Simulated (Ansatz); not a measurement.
# ZnSe: the cost of one run

Computed with Ansatz 0.2.0 (DFT LDA, scalar-relativistic, unless a step's input says otherwise).

## Step 1: The starting structure

It takes space group F-43m (No. 216, cubic). The conventional cell has a = 5.668 Å, b = 5.668 Å, c = 5.668 Å, α = 90.00°, β = 90.00°, γ = 90.00°. Around Zn (site symmetry -43m) lie 4 Se at 2.45 Å. Se (site symmetry -43m) is surrounded by 4 Zn at 2.45 Å.

Structure file:

```cif
data_structure
_symmetry_space_group_name_H-M 'P 1'
_symmetry_Int_Tables_number 1
_cell_length_a 4.0076
_cell_length_b 4.0076
_cell_length_c 4.0076
_cell_angle_alpha 60.000
_cell_angle_beta 60.000
_cell_angle_gamma 60.000
_cell_volume 45.51
loop_
_atom_site_label
_atom_site_type_symbol
_atom_site_fract_x
_atom_site_fract_y
_atom_site_fract_z
_atom_site_occupancy
Zn1 Zn 0.00000 0.00000 0.00000 1
Se1 Se 0.75000 0.75000 0.75000 1
```

Atoms are numbered in the order of the input: Zn1, Se2.

## Step 2: The deformed structure

Space group F-43m before, I-4m2 after.

## Step 3: All-electron LAPW

Input file input.yaml:

```yaml
crystal:
  lattice:
    - [0.0, 2.890476, 2.8338]
    - [2.890476, 0.0, 2.8338]
    - [2.890476, 2.890476, 0.0]
  atoms:
    - { symbol: Zn, position: [0.0, 0.0, 0.0] }
    - { symbol: Se, position: [0.75, 0.75, 0.75] }
kpoints:
  mp_grid: { grid: [8, 8, 8] }
  band_path:
    path:
      - [0.0, 0.0, 0.0]
      - [0.0, 0.5, 0.5]
      - [0.25, 0.75, 0.5]
      - [0.0, 0.5, 0.0]
      - [0.0, 0.0, 0.0]
      - [0.5, 0.5, 0.0]
      - [0.38005, 0.61995, 0.0]
      - [-0.38005, 0.38005, 0.0]
      - [0.0, 0.0, 0.0]
    npoints: 5
scf:
  occupations: { method: fermi_dirac, width: 0.03 }
hamiltonian:
  xc: lda
  pseudopotentials: { kind: all_electron, lapw: { basis_error: 0.00025 } }
output:
  forces: true
  stress: true
  eigenvalues: true
```

Command:

```console
> ansatz run input.yaml --threads 1 --pin off --max-ram 3072MiB --backend cpu --events-out ev --progress --plain --runs-dir out
```

What time and memory should one allow on 1 thread of Intel Xeon Platinum 8375C at 2.90GHz (Ice Lake), shared host?

About 30 s, with a peak of 0.44 GiB.
